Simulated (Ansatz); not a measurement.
Crystal: RbBr.

```
CELL_PARAMETERS angstrom
4.12608 0.00000 0.00000
0.00000 4.12608 0.00000
0.00000 0.00000 4.12608
ATOMIC_POSITIONS crystal
Rb 0.00000 0.00000 0.00000
Br 0.50000 0.50000 0.50000
```

The cell comes from a database or a generator and needn't be the stable form of this composition.

| Quantity | Value |
| --- | --- |
| Program | Ansatz 0.2.0 |
| Task | relaxation of cell and atoms |
| Functional | RPBE |
| Potentials or basis | Ansatz PAW |
| Cutoff | 420 eV (not typed: the program's choice for these potentials) |
| k mesh | 7 × 7 × 7 |
| Occupations | fermi-dirac, width 0.05 eV |
| Spin | no spin polarisation |

At the start: volume 35.12 Å³/atom.

Q: Where does the relaxation end?

A: It ends after 5 steps and the volume is 41.23 Å³/atom (+17.4 %); space group Pm-3m (No. 221, to 0.05 Å).

The path:
```csv
step,energy change (eV),largest force (eV/Å),volume (Å³)
1,0.0000,0.0000,70.24
2,-0.0513,0.0000,74.70
3,-0.0799,0.0000,80.77
4,-0.0814,0.0000,82.46
5,-0.0816,0.0000,82.46
```

Final structure:
```xyz
2
Lattice="4.3526 0.0000 0.0000 0.0000 4.3526 0.0000 0.0000 0.0000 4.3526" Properties=species:S:1:pos:R:3 pbc="T T T"
Rb    0.0000    0.0000    0.0000
Br    2.1763    2.1763    2.1763
```

Caveat: the volume moved by over 15 % at a fixed basis, so the end points are rough; the plane-wave basis is chosen anew once the cell has moved, so the energies of steps on either side of that aren't comparable; the PAW data sets come from PBE, with cores solved anew for the run's functional, which leaves a small shift of forces and pressure.
